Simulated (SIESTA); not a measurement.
Worked example: self-consistent single point of CsCl (Pm-3m, 2 atoms in the cell) in SIESTA

Computed with GGA PBE, numerical atomic orbitals DZP, PseudoDojo PBE standard norm-conserving potentials (rewritten from UPF to PSML) run with SIESTA 5.4.2.

Input:

```
# files in the folder: Cs.psml Cl.psml (PseudoDojo PBE standard)
SystemName  CsCl
SystemLabel siesta

NumberOfAtoms                2
NumberOfSpecies              2
%block ChemicalSpeciesLabel
  1 55 Cs
  2 17 Cl
%endblock ChemicalSpeciesLabel
LatticeConstant              1.0 Ang
%block LatticeVectors
     4.140600000    0.000000000    0.000000000
     0.000000000    4.140600000    0.000000000
     0.000000000    0.000000000    4.140600000
%endblock LatticeVectors
AtomicCoordinatesFormat      Ang
%block AtomicCoordinatesAndAtomicSpecies
     0.000000000    0.000000000    0.000000000  1
     2.070300000    2.070300000    2.070300000  2
%endblock AtomicCoordinatesAndAtomicSpecies

XC.functional                GGA
XC.authors                   PBE
PAO.BasisSize                DZP
PAO.EnergyShift              0.01 Ry
MeshCutoff                   300 Ry
%block kgrid.MonkhorstPack
    6   0   0  0.0
    0   6   0  0.0
    0   0   6  0.0
%endblock kgrid.MonkhorstPack
OccupationFunction           FD
ElectronicTemperature        232.09 K

MaxSCFIterations             150
SCF.Mixer.Method             Pulay
SCF.Mixer.Weight             0.1
SCF.Mixer.History            8
SCF.DM.Tolerance             1.0E-05
Diag.ParallelOverK           true
WriteForces                  true
```

Output, abridged:

```
reinit: Reading from file input.fdf

reinit: System Name: CsCl
reinit: System Label: siesta

coor:   Atomic-coordinates input format  =     Cartesian coordinates
coor:                                          (in Angstroms)

siesta: Atomic coordinates (Bohr) and species
siesta:      0.00000   0.00000   0.00000  1        1
siesta:      3.91230   3.91230   3.91230  2        2

siesta: System type = bulk

initatomlists: Number of atoms, orbitals, and projectors:      2    22    36

siesta: ******************** Simulation parameters ****************************
redata: Spin configuration                          = none
redata: Time-Reversal Symmetry                      = T
redata: Number of Atomic Species                    =        2
redata: Mesh Cutoff                                 =   300.0000 Ry
redata: Net charge of the system                    =     0.0000 |e|
redata: Min. number of SCF Iter                     =        0
redata: Max. number of SCF Iter                     =      150
redata: SCF convergence failure will abort job
redata: SCF mix quantity                            = Hamiltonian
redata: Mix DM or H after convergence               =   F
redata: Recompute H after scf cycle                 =   F
redata: Mix DM in first SCF step                    =   T
redata: No kicks to SCF
redata: DM Mixing Weight for Kicks                  =     0.5000
redata: Require Harris convergence for SCF          =   F
redata: Harris energy tolerance for SCF             =     0.000100 eV
redata: Require DM convergence for SCF              =   T
redata: DM tolerance for SCF                        =     0.000010
redata: Require EDM convergence for SCF             =   F
redata: EDM tolerance for SCF                       =     0.001000 eV
redata: Require H convergence for SCF               =   T
redata: Hamiltonian tolerance for SCF               =     0.001000 eV
redata: Require (free) Energy convergence for SCF   =   F
redata: (free) Energy tolerance for SCF             =     0.000100 eV
redata: Using DFT-D3 dispersion                     =   F
redata: Using Saved Data (generic)                  =   F
redata: Method of Calculation                       = Diagonalization
redata: Electronic Temperature                      =   232.0900 K
redata: Number of TDED substeps                     =        3
redata: Dynamics option                             = Single-point calculation
redata: Save all siesta data in one NC              =   F
redata: ***********************************************************************

%block SCF.Mixers
  Pulay
%endblock SCF.Mixers

%block SCF.Mixer.Pulay
  # Mixing method
  method pulay
  variant stable

  # Mixing options
  weight 0.1000
  weight.linear 0.1000
  history 8
%endblock SCF.Mixer.Pulay

DM_history_depth set to one: no extrapolation allowed by default for geometry relaxation
Size of DM history Fstack: 1
Total number of electrons:    16.000000
Total ionic charge:    16.000000

* ProcessorY, Blocksize:    1  23

* Orbital distribution balance (max,min):    22    22

k-point displ. along   1 input, could be:     0.00    0.50
k-point displ. along   2 input, could be:     0.00    0.50
k-point displ. along   3 input, could be:     0.00    0.50
 Kpoints in:          144 . Kpoints trimmed:          132

siesta: k-grid: Number of k-points = 132
siesta: k-points from Monkhorst-Pack grid
siesta: k-cutoff (effective) =    12.422 Ang
siesta: k-point supercell and displacements
siesta: k-grid:     6     0     0      0.000
siesta: k-grid:     0     6     0      0.000
siesta: k-grid:     0     0     6      0.000

diag: Algorithm                                     = D&C
diag: Parallel over k                               =   F
diag: Use parallel 2D distribution                  =   F
diag: Parallel block-size                           = 23
diag: Parallel distribution                         =     1 x     1
diag: Used triangular part                          = Lower
diag: Absolute tolerance                            =  0.100E-15
diag: Orthogonalization factor                      =  0.100E-05
diag: Memory factor                                 =  1.0000

superc: Internal auxiliary supercell:     5 x     5 x     5  =     125
superc: Number of atoms, orbitals, and projectors:    250   2750   4500

                        Single-point calculation

superc: Internal auxiliary supercell:     5 x     5 x     5  =     125
superc: Number of atoms, orbitals, and projectors:    250   2750   4500

outcell: Unit cell vectors (Ang):
        4.140600    0.000000    0.000000
        0.000000    4.140600    0.000000
        0.000000    0.000000    4.140600

outcell: Cell vector modules (Ang)   :    4.140600    4.140600    4.140600
outcell: Cell angles (23,13,12) (deg):     90.0000     90.0000     90.0000
outcell: Cell volume (Ang**3)        :     70.9888
new_DM -- step:     1
Initializing Density Matrix...

Attempting to read DM from file... Failed...
DM filled with atomic data:

InitMesh: MESH = 48 x 48 x 48 = 110592
InitMesh: Mesh cutoff (required, used) =   300.000   371.414 Ry

stepf: Fermi-Dirac step function

        iscf     Eharris(eV)        E_KS(eV)     FreeEng(eV)     dDmax    Ef(eV) dHmax(eV)
   scf:    1    -1084.419976    -1084.184853    -1084.184853  0.296516 -5.604018  2.940305
   scf:    2    -1084.409434    -1084.299856    -1084.299856  0.024978 -5.856939  2.348081
   scf:    3    -1084.646551    -1084.524899    -1084.524899  0.134995 -3.062557  0.454568
   scf:    4    -1084.489410    -1084.514790    -1084.514790  0.071325 -3.493581  0.789755
   scf:    5    -1084.542605    -1084.531795    -1084.531795  0.038022 -3.458340  0.128983
   scf:    6    -1084.532186    -1084.532190    -1084.532190  0.012211 -3.436642  0.044743
   scf:    7    -1084.532265    -1084.532247    -1084.532247  0.003136 -3.427840  0.007895
   scf:    8    -1084.532250    -1084.532249    -1084.532249  0.000704 -3.423982  0.001625
mix: Pulay -- inversion failed, > SVD [rank/size] 4 / 7
   scf:    9    -1084.532249    -1084.532249    -1084.532249  0.000157 -3.424944  0.000574
mix: Pulay -- inversion failed, > SVD [rank/size] 3 / 7
   scf:   10    -1084.532249    -1084.532249    -1084.532249  0.000049 -3.425144  0.000014
mix: Pulay -- inversion failed, > SVD [rank/size] 4 / 7
   scf:   11    -1084.532249    -1084.532249    -1084.532249  0.000005 -3.425126  0.000006

SCF Convergence by DM+H criterion
max |DM_out - DM_in|         :     0.0000047601
max |H_out - H_in|      (eV) :     0.0000063281
SCF cycle converged after 11 iterations

Using DM_out to compute the final energy and forces

siesta: E_KS(eV) =            -1084.5322

siesta: E_KS - E_eggbox =     -1084.5322

siesta: Atomic forces (eV/Ang):
     1   -0.000000   -0.000000   -0.000000
     2   -0.000000   -0.000000    0.000000
   Tot   -0.000000   -0.000000    0.000000
   Max    0.000000
   Res    0.000000    sqrt( Sum f_i^2 / 3N )
   Max    0.000000    constrained

Stress tensor Voigt[x,y,z,yz,xz,xy] (kbar):       -8.82       -8.82       -8.82       -0.00       -0.00        0.00
(Free)E + p*V (eV/cell)    -1084.1416
Target enthalpy (eV/cell)    -1084.5322

siesta: Program's energy decomposition (eV):
siesta: Ebs     =      -214.920070
siesta: Eions   =      1738.913154
siesta: Ena     =       508.159651
siesta: Ekin    =       296.418006
siesta: Enl     =       150.350548
siesta: Eso     =         0.000000
siesta: Edftu   =         0.000000
siesta: DEna    =        10.546350
siesta: DUscf   =         0.467446
siesta: DUext   =         0.000000
siesta: Ex      =      -286.229117
siesta: Ec      =       -25.331978
siesta: Exc     =      -311.561095
siesta: Eharris =     -1084.532249
siesta: Etot    =     -1084.532249
siesta: FreeEng =     -1084.532249

siesta: Stress tensor (static) (eV/Ang**3):
siesta:    -0.005504    0.000000   -0.000000
siesta:     0.000000   -0.005504   -0.000000
siesta:    -0.000000   -0.000000   -0.005504

siesta: Cell volume =         70.988800 Ang**3

siesta: Pressure (static):
siesta:                Solid            Molecule  Units
siesta:           0.00005994          0.00005994  Ry/Bohr**3
siesta:           0.00550362          0.00550362  eV/Ang**3
siesta:           8.81776701          8.81776701  kBar
```

The run converged in 11 iterations.

The starting cell has typed, rounded lattice constants, without a prior relaxation at this level. Its lattice was rescaled by up to half a per cent. Values carry the incompleteness of an atom-centred basis.
